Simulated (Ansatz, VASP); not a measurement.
**TiTe2 in VASP and in Ansatz**

Contents of INCAR:

```
  ALGO = Normal
  EDIFF = 1E-6
  ENCUT = 520
  GGA = PE
  ISIF = 2
  ISMEAR = -1
  LASPH = T
  LCHARG = F
  LREAL = F
  LWAVE = F
  NBANDS = 19
  NELM = 100
  PREC = Accurate
  SIGMA = 0.02
```

The input KPOINTS:

```
k-points
0
Gamma
  4 4 4
```

Contents of POSCAR:

```
TiTe2
1.0
    0.0000000000      3.4401227409      3.4401227409
    3.4401227409      0.0000000000      3.4401227409
    3.4401227409      3.4401227409      0.0000000000
Ti Te
1 2
Direct
    0.0000000000      0.0000000000      0.0000000000
    0.2500000000      0.2500000000      0.2500000000
    0.7500000000      0.7500000000      0.7500000000
```

Input for Ansatz:

```yaml
crystal:
  lattice:
    - [0.0, 3.4401227409, 3.4401227409]
    - [3.4401227409, 0.0, 3.4401227409]
    - [3.4401227409, 3.4401227409, 0.0]
  atoms:
    - { symbol: Ti, position: [0.0, 0.0, 0.0] }
    - { symbol: Te, position: [0.25, 0.25, 0.25] }
    - { symbol: Te, position: [0.75, 0.75, 0.75] }
kpoints:
  mp_grid: { grid: [4, 4, 4] }
hamiltonian:
  xc: pbe
scf:
  occupations: { method: fermi_dirac, width: 0.02 }
  n_extra_bands: 4
output:
  forces: true
  stress: true
  eigenvalues: true
  write_density: true
  write_potential: true
  elf: true
  volumetric_format: npy
```

The cell was built by a generator and needn't be a form met in nature.

Alike in both runs: task single point; functional PBE; k mesh 4 × 4 × 4; occupations fermi-dirac, width 0.02 eV; no spin polarisation.

```csv
,VASP,Ansatz
version,VASP 6.6.1,Ansatz 0.2.0
potentials or method,"VASP PAW PBE potentials, release 64 (Ti_sv, Te)","plane waves, PAW"
plane-wave cutoff (eV),520,420
valence electrons in the cell,24,44
```

|  | VASP | Ansatz | Ansatz less VASP |
| --- | --- | --- | --- |
| pressure (GPa) | 0.9 | 0.9 | -0.04 |

The two sets of potentials don't hold the same shells in valence.

Caveats: the k mesh is coarse (spacing up to 0.40 Å⁻¹), so the values aren't converged. The runs have no spin-orbit coupling, so splittings on Te are missing.
